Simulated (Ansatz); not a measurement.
The system is CO2.

```
O C
1.0
    -1.97473    1.97473    3.01406
     1.97473   -1.97473    3.01406
     1.97473    1.97473   -3.01406
O C
4 2
Direct
  0.87500 0.95980 0.58480
  0.37500 0.29020 0.41520
  0.04020 0.62500 0.91520
  0.70980 0.12500 0.08480
  0.00000 0.00000 0.00000
  0.75000 0.25000 0.50000
```

The cell comes from a database or a generator and needn't be the stable form of this composition.

Base run:

- Program: Ansatz 0.2.0
- Functional: PBE0
- Potentials or basis: Ansatz PAW
- Cutoff: 420 eV (not typed: the program's choice for these potentials)
- k mesh: 6 × 6 × 6
- Occupations: fermi-dirac, width 0.05 eV
- Spin: no spin polarisation

Its results: band gap on the k mesh 10.68 eV, indirect (least direct gap 11.00 eV); pressure -11.8 GPa; largest force 0.681 eV/Å.

Question: The run is repeated on the same cell with these changes: functional from PBE0 to HSE06. What comes out?

Answer: Band gap on the k mesh 9.89 eV, indirect (least direct gap 10.22 eV); pressure -11.7 GPa; largest force 0.684 eV/Å.

Caveats: the PAW data sets come from PBE, with cores solved anew for the run's functional, which leaves a small shift of forces and pressure; the thresholds are loose for stress.
